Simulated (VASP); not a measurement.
Runs of VASP 6.6.1 on NiO. It takes space group Fm-3m (No. 225, cubic). Conventional cell: a = 4.183 Å, b = 4.183 Å, c = 4.183 Å, α = 90.00°, β = 90.00°, γ = 90.00°. Ni (site symmetry m-3m) is surrounded by 6 O at 2.09 Å. O (site symmetry m-3m) has 6 Ni at 2.09 Å as nearest neighbours. 

```tsv
task	level	potentials or basis	spin	U	cell	k mesh	cutoff (eV)	smearing	k mesh for the DOS	occupations for the DOS	gap on the mesh (eV)	pressure (GPa)	moment (μB)	relaxed volume (Å³/atom)
single point	PBE+U	VASP PAW PBE potentials, release 64 (Ni, O)	collinear, ferromagnetic start	Ni d U = 7 eV	as given	8 × 8 × 8	520	gaussian 0.05 eV	-	-	2.85	0.9	2.00	-
single point	PBE+U	VASP PAW PBE potentials, release 64 (Ni, O)	collinear, random start	Ni d U = 8 eV	as given	8 × 8 × 8	520	gaussian 0.05 eV	-	-	(c)	-0.5	2.00	-
single point	PBE+U	VASP PAW PBE potentials, release 64 (Ni, O)	non-collinear, random start, SOC	Ni d U = 7 eV	as given	8 × 8 × 8	520	gaussian 0.05 eV	-	-	-	1.0	2.00	-
relaxation of cell and atoms	PBE	VASP PAW PBE potentials, release 64 (Ni, O_s)	collinear, ferromagnetic start	-	relaxed	8 × 8 × 8	900	fermi-dirac 0.05 eV	-	-	none	0.0	1.83	9.39
relaxation of cell and atoms	PBE	VASP PAW PBE potentials, release 54 (Ni, O)	collinear, ferromagnetic start	-	relaxed	8 × 8 × 8	900	fermi-dirac 0.05 eV	-	-	none	0.0	1.83	(b)
relaxation of cell and atoms	PBE	VASP PAW PBE potentials, release 64 (Ni_pv, O)	collinear, ferromagnetic start	-	relaxed	8 × 8 × 8	900	fermi-dirac 0.05 eV	-	-	none	0.1	1.84	9.39
relaxation of cell and atoms	PBE	VASP PAW PBE potentials, release 64 (Ni_sv_GW, O_GW)	collinear, ferromagnetic start	-	relaxed	8 × 8 × 8	900	fermi-dirac 0.05 eV	-	-	none	0.0	1.85	9.40
density of states	LDA	VASP PAW LDA potentials, release 64 (Ni, O)	collinear, ferromagnetic start	-	as given	11 × 11 × 11	520	gaussian 0.02 eV	17 × 17 × 17	tetrahedron	-	-	(a)	-
```

Task: Fill in the values left out.

Result: (a) 0.36; (b) 9.38; (c) 3.02.

Caveats: a cell with one magnetic atom can't hold antiferromagnetic order, which such compounds often take (some runs); semilocal functionals often make such compounds metallic where correlation or magnetic order opens a gap, which also shifts bond lengths (some runs).

A k mesh can miss the band edges.

A gap of «none» marks a metal or a gap under the smearing width.

Not every run made on this cell is shown here.
